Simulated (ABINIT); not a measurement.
A run of ABINIT 10.8.3 (patched build):

File run.abi:

```
ndtset 7
getwfk -1
scalecart1 3*0.9795861087
scalecart2 3*0.9864848297
scalecart3 3*0.9932883884
scalecart4 3*1.0000000000
scalecart5 3*1.0066227096
scalecart6 3*1.0131594038
scalecart7 3*1.0196128224

pp_dirpath "./"
pseudos "Pb.upf"

acell 3.5002068511 3.5002068511 3.5002068511 Angstrom
rprim
     0.0000000000     0.7071067812     0.7071067812
     0.7071067812     0.0000000000     0.7071067812
     0.7071067812     0.7071067812     0.0000000000
ntypat 1
znucl 82
natom 1
typat 1
xred
     0.0000000000     0.0000000000     0.0000000000

ecut 31.0

kptopt 1
ngkpt 9 9 9
nshiftk 1
shiftk 0.0 0.0 0.0

ixc 11

nband 11
occopt 3
tsmear 0.05 eV

nstep 100
tolvrs 1.0e-10

iomode 3
prtwf 1
prtden 0
prteig 0
prtebands 0
enunit 1
```

Potentials or basis: Ansatz NC PBE.

Command:

```sh
$ abinit run.abi > log 2>&1
```

Hardware: 1 thread of Arm Neoverse V1, on a shared host.

Question: How long does it take, and how much memory?

Answer: Run time: 2.9 min on 1 thread of Arm Neoverse V1, with other jobs on the host, peak memory 0.11 GiB. Counts: scf iterations 84, mpi ranks 1, k points 35, bands 11, plane waves 1604.
